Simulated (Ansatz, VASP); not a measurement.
# Two plane-wave programs on NaCl

POSCAR

```
NaCl
1.0
    3.5308124840      0.0000000000      0.0000000000
    0.0000000000      3.5308124840      0.0000000000
    0.0000000000      0.0000000000      3.5308124840
Na Cl
1 1
Direct
    0.0000000000      0.0000000000      0.0000000000
    0.5000000000      0.5000000000      0.5000000000
```

Contents of INCAR.step1:

```
SYSTEM = NaCl
ALGO = Normal ; EDIFF = 1E-4
ENCUT = 520 ; GGA = PE
ISMEAR = 0 ; LASPH = .True.
LCHARG = .False. ; LREAL = .False.
LWAVE = .True. ; NBANDS = 14
NELM = 80 ; PREC = Accurate
SIGMA = 0.01
```

File INCAR.step2:

```
SYSTEM = NaCl
ALGO = Normal ; EDIFF = 1E-6
ENCUT = 520 ; ISIF = 2
ISMEAR = 0 ; ISTART = 1
LASPH = .True. ; LCHARG = .True.
LELF = .True. ; LMIXTAU = .True.
LREAL = .False. ; LVHAR = .True.
LWAVE = .False. ; METAGGA = R2SCAN
NBANDS = 14 ; NELM = 80
PREC = Accurate ; SIGMA = 0.01
```

Contents of KPOINTS:

```
k-points
0
Gamma
  8 8 8
  0 0 0
```

Input for Ansatz:

```yaml
crystal:
  lattice:
    - [3.530812484, 0.0, 0.0]
    - [0.0, 3.530812484, 0.0]
    - [0.0, 0.0, 3.530812484]
  atoms:
    - { symbol: Na, position: [0.0, 0.0, 0.0] }
    - { symbol: Cl, position: [0.5, 0.5, 0.5] }
kpoints:
  mp_grid: { grid: [8, 8, 8] }
  band_path:
    path:
      - [0.0, 0.0, 0.0]
      - [0.0, 0.5, 0.0]
      - [0.5, 0.5, 0.0]
      - [0.5, 0.5, 0.5]
      - [0.0, 0.5, 0.5]
    npoints: 1
hamiltonian:
  xc: r2scan
scf:
  occupations: { method: fixed }
  n_extra_bands: 4
output:
  forces: true
  stress: true
  eigenvalues: true
```

Change from the starting cell: hydrostatic strain +2.1%.

Alike in both runs: task single point; functional r2SCAN; k mesh 8 × 8 × 8; no spin polarisation.

```csv
,VASP,Ansatz
version,VASP 6.6.1,Ansatz 0.2.0
potentials or method,"VASP PAW PBE potentials, release 64 (Na_pv, Cl)","plane waves, PAW"
plane-wave cutoff (eV),520,500
occupations,"gaussian, width 0.01 eV",fixed
valence electrons in the cell,14,16
```

Ansatz gave:

```
gap on the k mesh at the Fermi level (eV) : 4.70
pressure (GPa)                            : -1.5
```

What did VASP give for the same quantities?

gap on the k mesh at the Fermi level (eV): 4.73; pressure (GPa): -1.8.

The two sets of potentials don't hold the same shells in valence.

Caveats: the PAW data sets were made with another functional, which shifts forces and pressure a little (VASP). A k mesh can miss the band edges.
